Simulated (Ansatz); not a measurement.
This is a single-point calculation with the PAW code Ansatz on HfS2 (CdI2 type); the level of theory is PBE. The cell was relaxed with r2SCAN+rVV10 and then strained (isotropic -1.64 % on every length), with the atoms relaxed again with r2SCAN+rVV10; k points keep the names of the unstrained zone.

Input (YAML):
```yaml
crystal:
  lattice:
    - [3.5707566484, 0.0, 0.0]
    - [-1.7853783242, 3.0923659682, 0.0]
    - [0.0, 0.0, 5.7819486169]
  atoms:
    - { symbol: Hf, position: [0.0, 0.0, 0.0] }
    - { symbol: S, position: [0.3333333333, 0.6666666667, 0.2524636954] }
    - { symbol: S, position: [0.6666666667, 0.3333333333, 0.7475363046] }
kpoints:
  mp_grid: { grid: [12, 12, 4] }
  band_path:
    path:
      - [0.0, 0.0, 0.0]
      - [0.5, 0.0, 0.0]
      - [0.3333333333, 0.3333333333, 0.0]
      - [0.0, 0.0, 0.5]
      - [0.5, 0.0, 0.5]
      - [0.3333333333, 0.3333333333, 0.5]
      - [0.0, 0.0833333333, 0.0]
      - [0.0, 0.25, 0.25]
    npoints: 1
hamiltonian:
  xc: pbe
scf:
  occupations: { method: fermi_dirac, width: 0.02 }
  n_extra_bands: 4
output:
  forces: true
  stress: true
  eigenvalues: true
  write_density: true
  write_potential: true
  elf: true
  volumetric_format: npy
```

Command: `ansatz run input.yaml --threads 4 --pin off --max-ram 3686MiB --backend cpu --events-out ev --progress --plain --runs-dir out`.

What the program printed (shortened):
```
Functional definition: PBE
Crystal: 3 atoms, lattice volume = 63.845 Å³
Basis set: ecut = 420 eV, 1237 PW (Γ)
Bands: 23, of which v1, the nominal top of the filled ones, is band 19 counted from 1 (18 counted from 0)
Symmetry: 12 space group operations
Space group: P-3m1 (ITA 164)
k-points: 69 of 576
preconditioner: auto → Resta (q_TF=auto, 2.502 Å⁻¹)  ε∞=5.7  [insulator: Δε(μ)=0.829 eV  σ=0.020 eV  ℏωp=25.5 eV]
Free energy (F): -17530.114474 eV
Fermi energy:    10.290963 eV
--- Forces (eV/Å), atoms counted from 1 ---
  atom   1  Hf      0.00000      0.00000      0.00000
  atom   2  S       0.00000      0.00000      0.14700
  atom   3  S       0.00000      0.00000    -0.14700
--- Stress (GPa, compression-positive) ---
        5.084483       0.000000       0.000000
        0.000000       5.084483       0.000000
        0.000000       0.000000       3.966731
  P = ⅓ Tr σ = 4.7119 GPa (47.119 kbar)
--- Band table (eV; the first three rows and the last of 69) ---
  k-point 0: bands = […, 4.7261, 7.0047, 7.0047, 9.7770, 9.7770, 9.8710, 11.7873, 11.7873, 12.2844, 15.1311]
  k-point 1: bands = […, 5.2512, 7.0307, 7.0307, 8.8715, 9.6878, 9.6878, 11.7600, 11.7600, 12.5560, 15.3867]
  k-point 2: bands = […, 6.0694, 7.0578, 7.0578, 7.7440, 9.6009, 9.6009, 11.7323, 11.7323, 12.6692, 15.6726]
  k-point 68: bands = […, 5.9134, 5.9134, 6.0162, 7.4092, 7.8882, 7.8882, 12.6927, 13.0805, 13.0805, 16.2468]
```

The rows of the band table are 0: (0, 0, 0) = Γ, 1: (0, 0, 1/4), 2: (0, 0, -1/2) = A, 68: (1/3, 1/3, -1/2) = H.

The file bands.tsv (bands near the Fermi energy, numbered from 0, rounded):
```tsv
# k_distance	band_14	band_15	band_16	band_17	band_18	band_19	band_20	band_21	band_22
# fermi_ev = 10.290963
# [0, 0, 0] at k_distance = 0.000000
# [0.5, 0, 0] at k_distance = 1.015919
# [0.3333333333, 0.3333333333, 0] at k_distance = 1.602460
# [0, 0, 0.5] at k_distance = 2.895265
# [0.5, 0, 0.5] at k_distance = 3.911184
# [0.3333333333, 0.3333333333, 0.5] at k_distance = 4.497725
# [0, 0.0833333333, 0] at k_distance = 5.662192
# [0, 0.25, 0.25] at k_distance = 6.096338
# levels_relative_to = fermi_ev
0.000	-3.286	-3.286	-0.514	-0.514	-0.420	1.496	1.496	1.993	4.840
1.016	-3.438	-3.193	-3.011	-2.641	-1.837	0.593	3.728	3.846	5.738
1.602	-4.187	-4.187	-2.780	-2.780	-2.194	2.190	3.272	3.272	5.230
2.895	-3.233	-3.233	-2.547	-0.690	-0.690	1.441	1.441	2.378	5.382
3.911	-4.193	-3.215	-3.018	-1.499	-1.375	0.405	3.710	3.885	5.096
4.498	-4.378	-4.275	-2.882	-2.403	-2.403	2.402	2.790	2.790	5.956
5.662	-3.395	-3.241	-1.076	-0.739	-0.422	1.515	1.757	2.124	4.556
6.096	-3.756	-3.208	-3.093	-1.399	-0.883	0.950	2.801	3.375	4.643
```
In order the rows are Γ, M, K, A, L, H, Γ–M (0.17), (0, 1/4, 1/4).

Planar averages along the third cell vector, from rho_z.tsv and v_z.tsv (valence density with its augmentation; electrostatic potential energy of an electron, of which only differences have a meaning):
```
z (Å)  ρ (e/Å³)  v_es (eV)
 0.00     2.484      -0.66
 0.14     2.291      -0.48
 0.43     1.253       1.05
 0.58     0.814       2.28
 0.72     0.560       3.25
 0.87     0.454       3.60
 1.16     0.411       3.63
 1.30     0.394       3.95
 1.45     0.376       4.43
 1.59     0.360       5.05
 1.88     0.311       7.32
 2.02     0.261       9.26
 2.17     0.202      11.38
 2.31     0.146      13.06
 2.60     0.072      14.67
 2.75     0.056      14.98
 2.89     0.050      15.08
 3.04     0.056      14.98
 3.32     0.102      14.09
 3.47     0.146      13.06
 3.61     0.202      11.38
 3.76     0.261       9.26
 4.05     0.342       5.94
 4.19     0.360       5.05
 4.34     0.376       4.43
 4.48     0.394       3.95
 4.77     0.424       3.57
 4.91     0.454       3.60
 5.06     0.560       3.25
 5.20     0.814       2.28
 5.49     1.809       0.09
 5.64     2.291      -0.48
```

The PBE gap is indirect, 0.83 eV (Γ to L), below the direct gap of 1.78 eV at L. Edges are sought over the mesh and the listed points. With the atoms held, the mean pressure is +4.71 GPa (compression positive). The largest force is 0.15 eV/Å.

Calculated for a static, non-magnetic cell.

No spin-orbit coupling is included; it can move band edges with weight on the heavy atoms by tenths of an eV.
